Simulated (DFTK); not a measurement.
Runs of DFTK 0.8.2 on Pb. Symmetry: P6_3/mmc, No. 194, hexagonal system. The conventional cell has a = 3.480 Å, b = 3.480 Å, c = 5.590 Å, α = 90.00°, β = 90.00°, γ = 120.00°. Around Pb (site symmetry -6m2) lie 12 Pb at 3.44 to 3.48 Å. This isn't the form of Pb at room conditions, which is fcc.

| level | gap on the mesh (eV) | pressure (GPa) |
| --- | --- | --- |
| LDA | none | -1.1 |
| TASK | none | 3.7 |
| SCAN | none | (a) |
| PBEsol | none | 0.8 |
| r2SCAN | none | 0.8 |

Alike in all rows: task band structure; potentials or basis SG15 1.2 (PBE); no spin polarisation; cell as given; k mesh 7 × 7 × 4; cutoff (eV) 1225; smearing fermi-dirac 0.05 eV.

Question: Estimate the missing entries.

Answer: (a) 0.7.

Caveats: the potentials were made for another functional, which shifts forces and pressure; spin-orbit coupling is left out, which moves the levels of the heavy elements.

A k mesh can miss the band edges, and the runs leave out spin-orbit coupling on Pb.

A gap of «none» marks a metal or a gap under the smearing width.
